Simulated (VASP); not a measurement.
# Ag (Im-3m) in VASP: notebook

Aim: see how the results for Ag move with the level of theory and the settings. Levels: r2SCAN, LDA. Tasks: single point.

All numbers are computed with VASP 6.6.1; they aren't measurements. Logs are shortened: lines on timing, memory, paths and dates and some standing lists are left out, and cuts for length are marked.

### Step 1. The crystal as given

It takes space group Im-3m (No. 229, cubic). The conventional cell has a = 3.311 Å, b = 3.311 Å, c = 3.311 Å, α = 90.00°, β = 90.00°, γ = 90.00°. Around Ag (site symmetry m-3m) lie 8 Ag at 2.87 Å.

This isn't the form of Ag at room conditions, which is fcc.

### Step 2. Single point, r2SCAN

Input file POSCAR:

```
Ag
1.0
   -1.6556540000      1.6556540000      1.6556540000
    1.6556540000     -1.6556540000      1.6556540000
    1.6556540000      1.6556540000     -1.6556540000
Ag
1
Direct
    0.0000000000      0.0000000000      0.0000000000
```

Input file INCAR.step1:

```
  PREC = Accurate
  ENCUT = 520
  ISMEAR = -1
  SIGMA = 0.1
  LREAL = F
  LASPH = T
  NELM = 100
  NBANDS = 12
  GGA = PE
  ALGO = Normal
  EDIFF = 1E-4
  LWAVE = T
  LCHARG = F
```

Input file INCAR.step2:

```
  PREC = Accurate
  ENCUT = 520
  EDIFF = 1E-6
  ISMEAR = -1
  SIGMA = 0.1
  LREAL = F
  LASPH = T
  NELM = 100
  ALGO = Normal
  ISIF = 2
  LWAVE = F
  LCHARG = F
  METAGGA = R2SCAN
  LMIXTAU = T
  NBANDS = 12
  ISTART = 1
```

Input file KPOINTS:

```
regular mesh
0
Gamma
  9 9 9
```

Potentials or basis: VASP PAW PBE potentials, release 64 (Ag).

Launch:

```bash
> cat potpaw_PBE.64/Ag/POTCAR > POTCAR
> cp INCAR.step1 INCAR
> mpirun -np 1 vasp_std > vasp.out
> cp INCAR.step2 INCAR
> mpirun -np 1 vasp_std > vasp.out
```

OUTCAR:

```text
PREC = Accurate
   ENCUT = 520
   EDIFF = 1E-6
   ISMEAR = -1
   LREAL = F
   LASPH = T
   NELM = 100
   ISIF = 2
   METAGGA = R2SCAN
   ISTART = 1

 ion  position               nearest neighbor table
   1  0.000  0.000  0.000-

  LATTYP: Found a body centered cubic cell.
 ALAT       =     3.3113080000

  Lattice vectors:

 A1 = (  -1.6556540000,   1.6556540000,   1.6556540000)
 A2 = (   1.6556540000,  -1.6556540000,   1.6556540000)
 A3 = (   1.6556540000,   1.6556540000,  -1.6556540000)

Analysis of symmetry for initial positions (statically):
=====================================================================
 Subroutine PRICEL returns:
 Original cell was already a primitive cell.

 Routine SETGRP: Setting up the symmetry group for a
 body centered cubic supercell.

 Subroutine GETGRP returns: Found 48 space group operations
 (whereof 48 operations were pure point group operations)
 out of a pool of 48 trial point group operations.

The static configuration has the point symmetry O_h .

Analysis of symmetry for dynamics (positions and initial velocities):
=====================================================================
 Subroutine PRICEL returns:
 Original cell was already a primitive cell.

 Routine SETGRP: Setting up the symmetry group for a
 body centered cubic supercell.

 Subroutine GETGRP returns: Found 48 space group operations
 (whereof 48 operations were pure point group operations)
 out of a pool of 48 trial point group operations.

The dynamic configuration has the point symmetry O_h .

 Subroutine INISYM returns: Found 48 space group operations
 (whereof 48 operations are pure point group operations),
 and found     1 'primitive' translations

----------------------------------------------------------------------------------------

                                     Primitive cell

  volume of cell :      18.1538

  direct lattice vectors                    reciprocal lattice vectors
    -1.655654000  1.655654000  1.655654000     0.000000000  0.301995465  0.301995465
     1.655654000 -1.655654000  1.655654000     0.301995465  0.000000000  0.301995465
     1.655654000  1.655654000 -1.655654000     0.301995465  0.301995465  0.000000000

  length of vectors
     2.867676848  2.867676848  2.867676848     0.427086083  0.427086083  0.427086083

  position of ions in fractional coordinates (direct lattice)
     0.000000000  0.000000000  0.000000000

  ion indices of the primitive-cell ions
   primitive index   ion index
                 1           1

----------------------------------------------------------------------------------------

 KPOINTS: regular mesh

Automatic generation of k-mesh.
 Grid dimensions read from file:
 generate k-points for:    9    9    9

 Generating k-lattice:

  Cartesian coordinates                     Fractional coordinates (reciprocal lattice)
     0.000000000  0.033555052  0.033555052     0.111111111  0.000000000  0.000000000
     0.033555052  0.000000000  0.033555052     0.000000000  0.111111111  0.000000000
     0.033555052  0.033555052  0.000000000     0.000000000  0.000000000  0.111111111

  Length of vectors
     0.047454009  0.047454009  0.047454009

  Shift w.r.t. Gamma in fractional coordinates (k-lattice)
     0.000000000  0.000000000  0.000000000

 Subroutine IBZKPT returns following result:
 ===========================================

 Found     35 irreducible k-points:

 Following reciprocal coordinates:
            Coordinates               Weight
  0.000000  0.000000  0.000000      1.000000
  0.111111  0.000000  0.000000     12.000000
  0.222222  0.000000  0.000000     12.000000
  0.333333  0.000000  0.000000     12.000000
  0.444444  0.000000  0.000000     12.000000
  0.111111  0.111111  0.000000     24.000000
[... 16 lines left out ...]
 -0.333333  0.444444  0.111111     48.000000
 -0.444444 -0.444444  0.111111     24.000000
 [... further k-points ...]
   k-points           NKPTS =     35   k-points in BZ     NKDIM =     35   number of bands    NBANDS=     12
   number of dos      NEDOS =    301   number of ions     NIONS =      1
   total plane-waves  NPLWV =  13824
   dimension x,y,z NGX =    24 NGY =   24 NGZ =   24
   dimension x,y,z NGXF=    48 NGYF=   48 NGZF=   48
   ions per type =               1
   NGX,Y,Z   is equivalent  to a cutoff of  13.91, 13.91, 13.91 a.u.
   NGXF,Y,Z  is equivalent  to a cutoff of  27.83, 27.83, 27.83 a.u.
 SYSTEM =  unknown system
   PREC   = accura    normal or accurate (medium, high low for compatibility)
   ISTART =      1    job   : 0-new  1-cont  2-samecut
   ICHARG =      0    charge: 1-file 2-atom 10-const
   ISPIN  =      1    spin polarized calculation?
   LNONCOLLINEAR =      F non collinear calculations
   LSORBIT =      F    spin-orbit coupling
   LASPH  =      T    aspherical Exc in radial PAW
   ENCUT  =  520.0 eV  38.22 Ry    6.18 a.u.   5.33  5.33  5.33*2*pi/ulx,y,z
   NELM   =    100;   NELMIN=  2; NELMDL=  0     # of ELM steps
   EDIFF  = 0.1E-05   stopping-criterion for ELM
   LREAL  =      F    real-space projection
   EDIFFG = 0.1E-04   stopping-criterion for IOM
   NSW    =      0    number of steps for IOM
   IBRION =     -1    ionic relax: 0-MD 1-quasi-New 2-CG
   NFREE  =      0    steps in history (QN), initial steepest desc. (CG)
   ISIF   =      2    stress and relaxation
   ISYM   =      2    0-nonsym 1-usesym 2-fastsym
   POTIM  = 0.5000    time-step for ionic-motion
   TEBEG  =    0.0;   TEEND  =   0.0 temperature during run
   PSTRESS=    0.0 pullay stress
   NELECT =      11.0000    total number of electrons
   NUPDOWN=      -1.0000    fix difference up-down
   EMIN   =  10.00;   EMAX   =-10.00  energy-range for DOS
   EFERMI =   0.00;   METHOD = LEGACY
   ISMEAR =    -1;   SIGMA  =   0.10  broadening in eV -4-tet -1-fermi 0-gaus
   EFERMI_NEDOS =   21; number of points for ismear=-14 and -15
   IALGO  =     38    algorithm
   IMIX   =      4    mixing-type and parameters
     AMIX     =   0.40;   BMIX     =  1.00
     AMIX_MAG =   1.60;   BMIX_MAG =  1.00
  volume/ion in A,a.u.               =      18.15       122.51
  Fermi-wavevector in a.u.,A,eV,Ry     =   1.385318  2.617871 26.111022  1.919106
  Thomas-Fermi vector in A             =   2.509739
   LORBIT       =      0    0 simple, 1 ext, 2 COOP (PROOUT), +10 PAW based schemes
   METAGGA = R2SCAN    functional components
   LHFCALC =     F    Hartree Fock is set to
   AEXX    =    0.0000 exact exchange contribution
   IVDW    =     0    specifies the selected vdW correction
   LEPSILON=     F    determine dielectric tensor
   LRPA    =     F    only Hartree local field effects (RPA)
 non-spin polarized calculation
  energy-cutoff  :      520.00
  volume of cell :       18.15
 maximum number of plane-waves:       498
 NGX is ok and might be reduce to    24
   NGX = 11   NGY = 11   NGZ = 11

 number of electron      11.0000001 magnetization

 Free energy of the ion-electron system (eV)
  ---------------------------------------------------
  ext. energy  EPLUGINS =         0.00000000
  ---------------------------------------------------
  free energy    TOTEN  =       -21.33400289 eV

  energy without entropy =      -21.32378525  energy(sigma->0) =      -21.32889407

 E-fermi :   7.5676     XC(G=0): -12.5347

 val. band max:        7.5139375539   @ k =  -0.3333   0.4444   0.1111
 cond. band min:       7.8539071690   @ k =  -0.4444   0.4444   0.1111
 fundamental gap:      0.3399696151
 Fermi energy:         7.5676305343

 k-point     1 :       0.0000    0.0000    0.0000
  band No.  band energies     occupation
      1       0.1151      2.00000
      2       2.5667      2.00000
      3       2.5667      2.00000
      4       2.5667      2.00000
      5       3.7890      2.00000
      6       3.7890      2.00000
      7      26.0614      0.00000
      8      26.0614      0.00000
      9      26.0614      0.00000
     10      31.5540      0.00000
     11      31.5540      0.00000
     12      31.5540      0.00000

 k-point     2 :       0.1111    0.0000    0.0000
  band No.  band energies     occupation
      1       0.5053      2.00000
      2       2.4781      2.00000
      3       2.5881      2.00000
      4       2.7810      2.00000
      5       3.7019      2.00000
      6       3.7955      2.00000
      7      24.7080      0.00000
      8      25.7475      0.00000
      9      26.2642      0.00000
     10      29.1051      0.00000
     11      29.4286      0.00000
     12      29.4838      0.00000

 k-point     3 :       0.2222    0.0000    0.0000
  band No.  band energies     occupation
      1       1.3343      2.00000
      2       2.2601      2.00000
      3       2.8959      2.00000
      4       3.3601      2.00000
      5       3.6034      2.00000
      6       3.8185      2.00000
      7      20.7115      0.00000
      8      24.0888      0.00000
      9      26.4189      0.00000
     10      26.7288      0.00000
     11      28.1945      0.00000
     12      30.0099      0.00000
[... 286 lines left out ...]
 k-point    23 :      -0.3333    0.4444    0.1111
  band No.  band energies     occupation
      1       1.8523      2.00000
      2       2.3060      2.00000
      3       2.8660      2.00000
      4       3.4934      2.00000
      5       4.2535      2.00000
      6       7.5139      1.26220
      7      14.9088      0.00000
      8      17.9827      0.00000
      9      23.3736      0.00000
     10      26.3924      0.00000
     11      29.1966      0.00000
     12      33.4647      0.00000

 k-point    24 :      -0.4444   -0.4444    0.1111
  band No.  band energies     occupation
      1       1.7212      2.00000
      2       2.3027      2.00000
      3       2.8517      2.00000
      4       3.5720      2.00000
      5       4.4914      2.00000
      6       9.9056      0.00000
      7      11.8652      0.00000
      8      17.4590      0.00000
      9      22.8947      0.00000
     10      27.9678      0.00000
     11      28.4209      0.00000
     12      32.5503      0.00000

 [... further k-points ...]

------------------------ aborting loop because EDIFF is reached ----------------------------------------

  FORCE on cell =-STRESS in cart. coord.  units (eV):
  Direction    XX          YY          ZZ          XY          YZ          ZX
  --------------------------------------------------------------------------------------
  -------------------------------------------------------------------------------------
  Total       -0.4126675     -0.4126675     -0.4126675     -0.0000000     -0.0000000     -0.0000000
  in kB      -36.4201828    -36.4201828    -36.4201828     -0.0000000     -0.0000000     -0.0000000
  external PRESSURE =     -36.4201828 kB  Pullay stress =       0.0000000 kB

 VOLUME and BASIS-vectors are now :
 -----------------------------------------------------------------------------
  energy-cutoff  :      520.00
  volume of cell :       18.15
      direct lattice vectors                 reciprocal lattice vectors
    -1.655654000  1.655654000  1.655654000     0.000000000  0.301995465  0.301995465
     1.655654000 -1.655654000  1.655654000     0.301995465  0.000000000  0.301995465
     1.655654000  1.655654000 -1.655654000     0.301995465  0.301995465  0.000000000

 POSITION                                       TOTAL-FORCE (eV/Angst)
 -----------------------------------------------------------------------------------
      0.00000      0.00000      0.00000         0.000000     -0.000000     -0.000000
 -----------------------------------------------------------------------------------
    total drift:                               -0.000000      0.000000      0.000000

  FREE ENERGIE OF THE ION-ELECTRON SYSTEM (eV)
  ---------------------------------------------------
  free  energy   TOTEN  =       -21.3340028889 eV

  energy  without entropy=      -21.3237852490  energy(sigma->0) =      -21.32889407
```

It took 30 s on 1 thread of AMD EPYC 7R13 (Zen 3), shared host; peak memory 0.11 GiB.

Results:

```
Free energy            : -21.3340 eV
Pressure               : -3.6 GPa
Band gap on the k mesh : none (metal or under the smearing width)
```

Levels at points of the mesh, in eV from the Fermi level:
| k point | band 4 | band 5 | band 6 | band 7 | band 8 | band 9 |
| --- | --- | --- | --- | --- | --- | --- |
| (0.00, 0.00, 0.00) | -5.00 | -3.78 | -3.78 | 18.49 | 18.49 | 18.49 |

Caveat: the PAW data sets were made with another functional, which shifts forces and pressure a little.

(Part 1 of 2 ends here.)
